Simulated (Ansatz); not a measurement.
# SnSe2: the cell at several levels of theory, part 2 of 2

The system is fluorite SnSe2, a generated structure that needn't be the ground state.

Ansatz 0.2.0, plane waves. The steps go on from the part before.

## (3) Relaxing with r2SCAN

It starts from the cell of step 2.

Contents of input.yaml:

```yaml
crystal:
  lattice:
    - [0.0, 3.445562744, 3.445562744]
    - [3.445562744, 0.0, 3.445562744]
    - [3.445562744, 3.445562744, 0.0]
  atoms:
    - { symbol: Sn, position: [0.0, 0.0, 0.0] }
    - { symbol: Se, position: [0.25, 0.25, 0.25] }
    - { symbol: Se, position: [0.75, 0.75, 0.75] }
kpoints:
  mp_grid: { grid: [6, 6, 6] }
hamiltonian:
  xc: r2scan
scf:
  occupations: { method: fermi_dirac, width: 0.02 }
relax:
  f_tol: 0.005
  cell: {}
```

On the command line:

```console
> ansatz run input.yaml --threads 2 --pin off --max-ram 2211MiB --backend cpu --events-out ev --progress --plain --runs-dir out
```

Output:

```text
Warning: RAYON_NUM_THREADS=2 ignored (pool sized by the plan → 2); use --threads N
Engine: ansatz 0.2.0, x86_64-unknown-linux-gnu
Pseudopotentials: kind: paw
Pseudopotential: Sn, paw, valence charge 14, recommended cutoff 500 eV (meta_gga), Sn.paw.azcp
Pseudopotential: Se, paw, valence charge 16, recommended cutoff 500 eV (meta_gga), Se.paw.azcp
Functional definition: r2SCAN
  parameter k0 = 0.174
  parameter k1 = 0.065
  parameter a1 = 4.9479
  exchange = r2scan_x(k0 = k0, k1 = k1, a1 = a1)
  correlation = r2scan_c
Crystal: 3 atoms, lattice volume = 81.811 Å³
Basis set: ecut = 500 eV, 2085 PW (Γ), exchange–correlation on 144×144×144 points (64 copies of the dense FFT grid, shifted against one another)
Bands: 28, of which v1, the nominal top of the filled ones, is band 23 counted from 1 (22 counted from 0)
Symmetry: 48 space group operations
Space group: Fm-3m (ITA 225), of the structure as read, at distance tolerance 4.3e-5 Å
k-points: 16 of 216
Non-local potential: Sn, projectors of the file, l = 0: 2, l = 1: 2, l = 2: 2, l = 3: 2
Non-local potential: Se, projectors of the file, l = 0: 2, l = 1: 2, l = 2: 3, l = 3: 1
PAW form: soft (Blöchl's): semilocal exchange-correlation on the pseudo side does not see the compensation charge
PAW frozen core: Sn, regenerated for the run's functional (the file was generated under x = pbe(κ = 0.804, μ = 0.2195149727645171), c = pbe(β = 0.06672455060314922))
PAW frozen core: Se, regenerated for the run's functional (the file was generated under x = pbe(κ = 0.804, μ = 0.2195149727645171), c = pbe(β = 0.06672455060314922))
PAW one-centre angular grid: Sn, 590 points (default); XC on 249 of its mesh's 2787 points in the sphere
PAW one-centre angular grid: Se, 590 points (default); XC on 160 Gauss nodes
Initial density: superposition of atomic densities (neutral atoms: chi_scale 0, normalization atom), corrected by the library's trained network
Initial wavefunctions: pseudopotential atomic-orbital guess
Functional: x = r2scan, c = r2scan; τ floored in thin density (d = 2e-4 eV/Å³)
SCF iter   1: F=—  HF=-16994.448492 eV  |F-HF|=—  |Δ(HF+E_count)|=         —  Δρ=7.57e-3  dr2=7.23e-2  dr2_τ=2.82e-3  ethr=1.77e-3  ⟨swp⟩=6.6  Hψ=1927  notcnv=0
preconditioner: auto → LDOS  [insulator: Δε(μ)=0.120 eV  Ē_g=9.604 eV  σ=0.020 eV  W_gap=0.60  n_scr=14 (ndim 8)  ℏωp=16.4 eV  f_vac=0.090  D(μ)=4.99/eV (n_scr^D=58)  ε∞_Penn≈3.9  β→1.0]
SCF iter   2: F=—  HF=-16994.459887 eV  |F-HF|=—  |Δ(HF+E_count)|=   1.14e-2  Δρ=3.96e-3  dr2=2.83e-2  dr2_τ=1.91e-4  ethr=1.57e-4  ⟨swp⟩=2.1  Hψ=972  notcnv=0  defer=5
SCF iter   3: F=—  HF=-16994.453661 eV  |F-HF|=—  |Δ(HF+E_count)|=   6.23e-3  Δρ=2.99e-3  dr2=8.63e-3  dr2_τ=2.62e-5  ethr=6.16e-5  ⟨swp⟩=3.0  Hψ=921  notcnv=0  defer=5
SCF iter   4: F=—  HF=-16994.450083 eV  |F-HF|=—  |Δ(HF+E_count)|=   3.58e-3  Δρ=6.32e-4  dr2=4.08e-4  dr2_τ=9.78e-6  ethr=1.88e-5  ⟨swp⟩=2.1  Hψ=887  notcnv=0  defer=5
SCF iter   5: F=—  HF=-16994.450141 eV  |F-HF|=—  |Δ(HF+E_count)|=   5.77e-5  Δρ=2.41e-4  dr2=8.21e-5  dr2_τ=1.76e-6  ethr=8.88e-7  ⟨swp⟩=2.0  Hψ=886  notcnv=0  defer=5
SCF iter   6: F=—  HF=-16994.450104 eV  |F-HF|=—  |Δ(HF+E_count)|=   3.65e-5  Δρ=5.78e-5  dr2=6.17e-6  dr2_τ=6.05e-8  ethr=1.79e-7  ⟨swp⟩=2.5  Hψ=796  notcnv=0  defer=5
SCF iter   7: F=—  HF=-16994.450104 eV  |F-HF|=—  |Δ(HF+E_count)|=   4.27e-7  Δρ=1.07e-5  dr2=1.86e-7  dr2_τ=1.43e-9  ethr=1.34e-8  ⟨swp⟩=2.2  Hψ=697  notcnv=0  defer=5
SCF iter   8: F=-16994.450104 eV  HF=-16994.450104 eV  |F-HF|=2.39e-9  |Δ(HF+E_count)|=   3.19e-8  Δρ=1.89e-6  dr2=3.21e-9  dr2_τ=4.57e-11  ethr=2.17e-10  ⟨swp⟩=4.1  Hψ=1469  notcnv=0
SCF 1 converged in 8 iterations: F = -16994.450104 eV  dr2 = 3.21e-9
relax step   1: F+E_penalty+E_count = -16994.45010381 eV  Δ(F+E_penalty+E_count) = +0.000e0 eV  max|allowed force component| = 1.079e-17 eV/Å  Δτ_max = 0.0000 Å  P = -1.747 GPa  Ω = 81.811 Å³  (8 SCF iters, dr2 threshold 1.00e-7 eV, accepted)
Crystal: 3 atoms, lattice volume = 78.094 Å³
Basis set: ecut = 500 eV, 1989 PW (Γ), exchange–correlation on 144×144×144 points (64 copies of the dense FFT grid, shifted against one another)
Initial density: handed on by an earlier stage of this run
Initial wavefunctions: those handed on with the density
iter 1 solved again at ethr=1.00e-5 eV; its pass at ethr=3.10e-3 eV (dr2=4.62e-3 eV) is discarded
SCF iter   1: F=—  HF=-16994.427095 eV  |F-HF|=—  |Δ(HF+E_count)|=         —  Δρ=1.51e-3  dr2=4.38e-3  dr2_τ=7.92e-3  ethr=1.00e-5  ⟨swp⟩=1.8  Hψ=2202  notcnv=0
automatic band count: iteration 1 solves 27 bands in place of 28: the levels show a gap, and the empty bands left out lie too high to hold charge; the band table lists the bands solved (type scf.n_extra_bands for more)
preconditioner: auto → LDOS  [insulator: Δε(μ)=0.115 eV  Ē_g=15.383 eV  σ=0.020 eV  W_gap=0.67  n_scr=14 (ndim 8)  ℏωp=21.4 eV  f_vac=0.088  D(μ)=5.38/eV (n_scr^D=58)  ε∞_Penn≈2.9  β→1.0]
SCF iter   2: F=—  HF=-16994.464441 eV  |F-HF|=—  |Δ(HF+E_count)|=   3.73e-2  Δρ=1.24e-3  dr2=2.26e-3  dr2_τ=7.14e-5  ethr=9.53e-6  ⟨swp⟩=2.9  Hψ=741  notcnv=0
SCF iter   3: F=—  HF=-16994.464195 eV  |F-HF|=—  |Δ(HF+E_count)|=   2.46e-4  Δρ=6.89e-4  dr2=6.45e-4  dr2_τ=2.72e-6  ethr=4.91e-6  ⟨swp⟩=2.2  Hψ=519  notcnv=0
SCF iter   4: F=—  HF=-16994.464165 eV  |F-HF|=—  |Δ(HF+E_count)|=   3.00e-5  Δρ=2.34e-4  dr2=6.38e-5  dr2_τ=1.23e-6  ethr=1.40e-6  ⟨swp⟩=2.2  Hψ=611  notcnv=0
SCF iter   5: F=—  HF=-16994.464131 eV  |F-HF|=—  |Δ(HF+E_count)|=   3.40e-5  Δρ=6.54e-5  dr2=5.55e-6  dr2_τ=1.12e-7  ethr=1.39e-7  ⟨swp⟩=2.0  Hψ=791  notcnv=0
SCF iter   6: F=-16994.464130 eV  HF=-16994.464131 eV  |F-HF|=6.96e-9  |Δ(HF+E_count)|=   4.50e-7  Δρ=1.39e-5  dr2=1.12e-7  dr2_τ=5.29e-9  ethr=6.52e-10  ⟨swp⟩=3.2  Hψ=1796  notcnv=0
SCF 2 converged in 6 iterations: F = -16994.464130 eV  dr2 = 1.12e-7
relax step   2: F+E_penalty+E_count = -16994.46413050 eV  Δ(F+E_penalty+E_count) = -1.403e-2 eV  max|allowed force component| = 1.241e-16 eV/Å  Δτ_max = 0.0000 Å  P = +0.665 GPa  Ω = 78.094 Å³  energy of the carried Pulay correction = +1.357e-4 eV  (6 SCF iters, dr2 threshold 3.00e-7 eV, accepted)
Crystal: 3 atoms, lattice volume = 79.084 Å³
iter 1 solved again at ethr=1.35e-6 eV; its pass at ethr=3.10e-3 eV (dr2=6.20e-4 eV) is discarded
SCF iter   1: F=—  HF=-16994.462980 eV  |F-HF|=—  |Δ(HF+E_count)|=         —  Δρ=4.30e-4  dr2=3.73e-4  dr2_τ=6.07e-4  ethr=1.35e-6  ⟨swp⟩=2.0  Hψ=2156  notcnv=0
automatic band count: iteration 1 solves 27 bands in place of 28: the levels show a gap, and the empty bands left out lie too high to hold charge; the band table lists the bands solved (type scf.n_extra_bands for more)
preconditioner: auto → LDOS  [insulator: Δε(μ)=0.129 eV  Ē_g=15.312 eV  σ=0.020 eV  W_gap=0.69  n_scr=14 (ndim 8)  ℏωp=21.3 eV  f_vac=0.090  D(μ)=5.39/eV (n_scr^D=58)  ε∞_Penn≈2.9  β→1.0]
SCF iter   2: F=—  HF=-16994.465992 eV  |F-HF|=—  |Δ(HF+E_count)|=   3.01e-3  Δρ=3.20e-4  dr2=1.40e-4  dr2_τ=5.51e-6  ethr=8.12e-7  ⟨swp⟩=2.0  Hψ=704  notcnv=0
SCF iter   3: F=—  HF=-16994.465982 eV  |F-HF|=—  |Δ(HF+E_count)|=   1.05e-5  Δρ=1.71e-4  dr2=4.31e-5  dr2_τ=1.80e-7  ethr=3.05e-7  ⟨swp⟩=1.0  Hψ=432  notcnv=0
SCF iter   4: F=—  HF=-16994.465980 eV  |F-HF|=—  |Δ(HF+E_count)|=   2.23e-6  Δρ=5.24e-5  dr2=3.37e-6  dr2_τ=7.70e-8  ethr=9.37e-8  ⟨swp⟩=2.0  Hψ=771  notcnv=0
SCF iter   5: F=—  HF=-16994.465977 eV  |F-HF|=—  |Δ(HF+E_count)|=   2.28e-6  Δρ=2.80e-5  dr2=1.14e-6  dr2_τ=1.66e-8  ethr=7.33e-9  ⟨swp⟩=2.0  Hψ=801  notcnv=0
SCF iter   6: F=-16994.465977 eV  HF=-16994.465977 eV  |F-HF|=7.63e-9  |Δ(HF+E_count)|=   2.93e-7  Δρ=5.15e-6  dr2=2.42e-8  dr2_τ=3.58e-10  ethr=6.52e-10  ⟨swp⟩=2.9  Hψ=1718  notcnv=0
SCF 3 converged in 6 iterations: F = -16994.465977 eV  dr2 = 2.42e-8
relax step   3: F+E_penalty+E_count = -16994.46597710 eV  Δ(F+E_penalty+E_count) = -1.847e-3 eV  max|allowed force component| = 8.943e-17 eV/Å  Δτ_max = 0.0000 Å  P = -0.047 GPa  Ω = 79.084 Å³  energy of the carried Pulay correction = +9.889e-5 eV  (6 SCF iters, dr2 threshold 3.00e-7 eV, accepted)
Initial wavefunctions: pseudopotential atomic-orbital guess (no wavefunctions were taken with the density)
iter 1 solved again at ethr=5.07e-8 eV; its pass at ethr=3.10e-3 eV (dr2=2.33e-5 eV) is discarded
SCF iter   1: F=—  HF=-16994.465891 eV  |F-HF|=—  |Δ(HF+E_count)|=         —  Δρ=1.06e-5  dr2=2.81e-8  dr2_τ=3.74e-8  ethr=5.07e-8  ⟨swp⟩=3.0  Hψ=3239  notcnv=0
preconditioner: auto → LDOS  [insulator: Δε(μ)=0.132 eV  Ē_g=16.077 eV  σ=0.020 eV  W_gap=0.74  n_scr=14 (ndim 8)  ℏωp=21.3 eV  f_vac=0.090  D(μ)=5.51/eV (n_scr^D=58)  ε∞_Penn≈2.8  β→1.0]
SCF iter   2: F=—  HF=-16994.465892 eV  |F-HF|=—  |Δ(HF+E_count)|=   8.83e-7  Δρ=2.11e-6  dr2=6.91e-9  dr2_τ=2.69e-11  ethr=6.11e-11  ⟨swp⟩=2.1  Hψ=822  notcnv=0
SCF iter   3: F=—  HF=-16994.465892 eV  |F-HF|=—  |Δ(HF+E_count)|=  8.59e-10  Δρ=1.01e-6  dr2=1.24e-9  dr2_τ=5.64e-11  ethr=1.50e-11  ⟨swp⟩=2.0  Hψ=817  notcnv=0
SCF iter   4: F=—  HF=-16994.465892 eV  |F-HF|=—  |Δ(HF+E_count)|=  9.17e-10  Δρ=5.11e-7  dr2=3.09e-10  dr2_τ=8.68e-12  ethr=2.69e-12  ⟨swp⟩=2.0  Hψ=817  notcnv=0
SCF iter   5: F=-16994.465892 eV  HF=-16994.465892 eV  |F-HF|=1.82e-11  |Δ(HF+E_count)|=  2.18e-11  Δρ=6.66e-8  dr2=4.38e-12  dr2_τ=1.30e-13  ethr=1.00e-12  ⟨swp⟩=4.3  Hψ=2181  notcnv=0
SCF 4 converged in 5 iterations: F = -16994.465892 eV  dr2 = 4.38e-12
relax step   4: F+E_penalty+E_count = -16994.46589159 eV  Δ(F+E_penalty+E_count) = +8.551e-5 eV  max|allowed force component| = 8.943e-17 eV/Å  Δτ_max = 0.0000 Å  P = -0.048 GPa  Ω = 79.084 Å³  stress off target by 4.82e-2 GPa  SCF on the basis re-selected at this cell (its energy is not comparable with the rows above)  (5 SCF iters)
basis re-selected at this cell: Δ(F+E_penalty+E_count) = +8.551e-5 eV, ΔP = -0.001 GPa vs the last step (what re-selecting the basis moved, of the pressure what is left beyond the Pulay correction that the steps carried, after the strain that the cell walked since its last selection, with what the two solves' SCF thresholds leave and, on support functions, any second-order correction that the steps lacked; it is no measure of the basis error at this ecutwfc). This SCF's stress stands 4.82e-2 GPa from its target on what of the cell is left free (relax.cell.stress_tol is 5.00e-2 GPa) and its largest allowed force component is 8.94e-17 eV/Å (relax.f_tol is 5.00e-3 eV/Å): within both
SCF converged after 5 iterations
Free energy (F): -16994.465892 eV
Harris-Foulkes:  -16994.465892 eV  (|F-HF|=1.82e-11)
Internal energy: -16994.458975 eV  (E = F + TS)
E sigma→0 (E₀):  -16994.462433 eV
Entropy (-TS):   -0.006917 eV (-2.306 meV/atom)
Fermi energy:    8.231917 eV
--- Per-component energies (eV) ---
  E_band       = -900.524796
  E_kinetic    = 421.561751
  E_local      = -5812.989714  (includes V_loc(G=0)·N_el)
  E_nonlocal   = -1222.515859
  E_hartree    = 2980.871449
  E_xc         = -569.554520
  E_vxc        = -313.512977  (∫ρ·V_xc dr)
  E_paw        = -8010.197666  (= ΣΔE_a)
  E_vpaw       = 48.350571  (= ΣTr[D̂ρ^β])
  E_aug_tail   = -0.000421  (compensation charges beyond the density's cutoff)
  E_vtau       = 16.838944  (kinetic-family band-sum trace: ∫τ·v_τ [+ j·A + Jᵃ·Aᵃ] dr)
  E_ewald      = -4778.839775
  E_core_change = -2.794221  (= ΣΔE_core)
  E_smearing   = -0.006917  (= −TS)
  E_closure    = 0.000000  (closes the sum)
  Σ components = -16994.465892   (vs F -16994.465892, Δ=0.00e0)
--- Forces (eV/Å), atoms counted from 1 ---
  atom   1  Sn     0.00000000    -0.00000000    -0.00000000
  atom   2  Se    -0.00000000    -0.00000000    -0.00000000
  atom   3  Se     0.00000000     0.00000000     0.00000000
  max |Σ_I F_I| component: 9.25e-18 eV/Å
--- Stress (GPa, compression-positive) ---
       -0.048212      -0.000000      -0.000000
       -0.000000      -0.048212      -0.000000
       -0.000000      -0.000000      -0.048212
  P = ⅓ Tr σ = -0.0482 GPa (-0.482 kbar)
--- Relaxed structure (3 steps of the walk, 3 accepted, 1 SCFs on fresh bases) ---
  F+E_penalty+E_count = -16994.46589159 eV   max|allowed force component| = 8.943e-17 eV/Å   (the final SCF, on the basis selected at the relaxed cell)
  cell:  # Å, volume = 79.0844 Å³
    - [4.0762976263164716e-34, 3.406855367120708, 3.406855367120708]
    - [3.406855367120708, 2.292917414803016e-34, 3.406855367120708]
    - [3.406855367120708, 3.406855367120708, 3.3119918213821335e-34]
  atoms:
    - { symbol: Sn, position: [1.9602398274764996e-35, -4.269829327176534e-35, -8.306758872870712e-35] }
    - { symbol: Se, position: [0.25, 0.25, 0.25] }
    - { symbol: Se, position: [0.75, 0.75, 0.75] }
```

Wall time 14 s (2 threads of Intel Xeon Platinum 8488C (Sapphire Rapids), shared host); peak memory 0.61 GiB.

Step by step:

```tsv
step	energy change (meV/atom)	largest force (eV/Å)	pressure (GPa)	volume (Å³/atom)
1	0.0	0.0000	-1.75	27.270
2	-4.7	0.0000	0.67	26.031
3	-5.3	0.0000	-0.05	26.361
4	-5.3	0.0000	-0.05	26.361
```

The table lists every geometry solved, with passes on a fresh basis, whose energies don't compare exactly with the rows above.

```
                       before   after   change
                a (Å)   6.891   6.814  -1.12 %
     volume (Å³/atom)  27.270  26.361  -3.33 %
shortest distance (Å)   2.984   2.950  -1.12 %
          space group   Fm-3m   Fm-3m     same
```

## (4) All levels compared

This closing draws on all 2 parts.

```
 level  a (Å)  volume (Å³/atom)  space group  SCF geometries
   PBE  6.891            27.270        Fm-3m               5
r2SCAN  6.814            26.361        Fm-3m               4
```

In words: The first relaxation changed the volume by +19.8 % from the start. The volume runs from r2SCAN (least) to PBE (most), a spread of 3.4 %, or 1.1 % in length if all axes shared it alike.
